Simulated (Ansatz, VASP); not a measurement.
# One calculation of HfO2, two programs

INCAR

```
PREC     = Accurate       # precision mode
ENCUT    = 520            # plane-wave cutoff, eV
EDIFF    = 1E-6           # SCF threshold, eV
ISMEAR   = -1             # smearing method
SIGMA    = 0.02           # smearing width, eV
LREAL    = F              # projectors in reciprocal space
LASPH    = T              # aspherical terms in the spheres
NELM     = 60             # most SCF steps
ALGO     = Normal         # electronic algorithm
ISIF     = 2              # what is computed and relaxed
LWAVE    = F              # write WAVECAR
LCHARG   = F              # write CHGCAR
GGA      = PE             # functional
NBANDS   = 18             # bands
```

The input KPOINTS:

```
Automatic mesh
0
Gamma
  8 8 8
```

File POSCAR:

```
HfO2
1.0
    0.0000000000      2.6050577889      2.5051837891
    2.6050577889      0.0000000000      2.5051837891
    2.6050577889      2.6050577889      0.0000000000
Hf O
1 2
Direct
    0.0000000000      0.0000000000      0.0000000000
    0.2500000000      0.2500000000      0.2500000000
    0.7500000000      0.7500000000      0.7500000000
```

Input for Ansatz:

```yaml
crystal:
  lattice:
    - [0.0, 2.6050577889, 2.5051837891]
    - [2.6050577889, 0.0, 2.5051837891]
    - [2.6050577889, 2.6050577889, 0.0]
  atoms:
    - { symbol: Hf, position: [0.0, 0.0, 0.0] }
    - { symbol: O, position: [0.25, 0.25, 0.25] }
    - { symbol: O, position: [0.75, 0.75, 0.75] }
kpoints:
  mp_grid: { grid: [8, 8, 8] }
  band_path:
    path:
      - [0.0, 0.0, 0.0]
      - [0.5, 0.0, 0.5]
      - [0.625, 0.25, 0.625]
      - [0.375, 0.375, 0.75]
      - [0.5, 0.5, 0.5]
      - [0.5, 0.25, 0.75]
      - [0.5, 0.5, 0.0]
    npoints: 1
hamiltonian:
  xc: pbe
scf:
  occupations: { method: fermi_dirac, width: 0.02 }
  n_extra_bands: 4
output:
  forces: true
  stress: true
  eigenvalues: true
```

Change from the starting cell: epitaxial_xy strain +3.0%.

Alike in both runs: task single point; functional PBE; k mesh 8 × 8 × 8; occupations fermi-dirac, width 0.02 eV; no spin polarisation.

|  | VASP | Ansatz |
| --- | --- | --- |
| version | VASP 6.6.1 | Ansatz 0.2.0 |
| potentials or method | VASP PAW PBE potentials, release 64 (Hf_pv, O) | plane waves, PAW |
| plane-wave cutoff (eV) | 520 | 420 |
| valence electrons in the cell | 22 | 38 |

```csv
,VASP,Ansatz,Ansatz less VASP
gap on the k mesh at the Fermi level (eV),3.29,3.31,+0.018
pressure (GPa),-9.4,-6.1,+3.37
largest component of the traceless stress (GPa),11.50,11.31,-0.195
```

The functional is the same, so the differences come from potentials, cutoffs and numerics. The two sets of potentials don't hold the same shells in valence.

Caveats: spin-orbit coupling is left out, which moves the levels of the heavy elements. A k mesh can miss the band edges.
